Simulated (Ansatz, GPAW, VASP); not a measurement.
# CdSe: 4 runs at one level of theory

```xyz
2
Lattice="0.0000 3.0703 3.0703 3.0703 0.0000 3.0703 3.0703 3.0703 0.0000" Properties=species:S:1:pos:R:3 pbc="T T T"
Cd    0.0000    0.0000    0.0000
Se    1.5351    1.5351    1.5351
```

The cell is a database's computed one, not the measured one.

Alike in all runs: task single point; functional RPBE; k mesh 8 × 8 × 8; occupations gaussian, width 0.05 eV; no spin polarisation; no spin-orbit coupling. Pressure is positive in compression and, in plane waves, holds the error of the finite cutoff, which Ansatz's Pulay term estimates and takes out.

```csv
program and potentials,plane-wave cutoff (eV),notes,band gap (eV),pressure (GPa)
"Ansatz, Ansatz PAW",420,"potentials made for PBE, which Ansatz adapts in part; 18 valence electrons an atom on average; Pulay term of +0.03 GPa included",0.73,3.19
"VASP, PBE PAW files Cd, Se, 520 eV",520,potentials made for PBE; 9 valence electrons an atom on average,0.72,3.46
"GPAW, the program's PAW data sets (release 1.2.1) made for this functional",600,9 valence electrons an atom on average,0.72,2.98
"Ansatz, all-electron LAPW, scalar-relativistic",-,-,?,?
```

Estimate from the other rows what the run with Ansatz, all-electron LAPW, scalar-relativistic gave.

Band gap 0.73 eV; pressure 3.21 GPa. The other rows, which needn't bracket it: band gap 0.72 to 0.73; pressure 2.98 to 3.46.
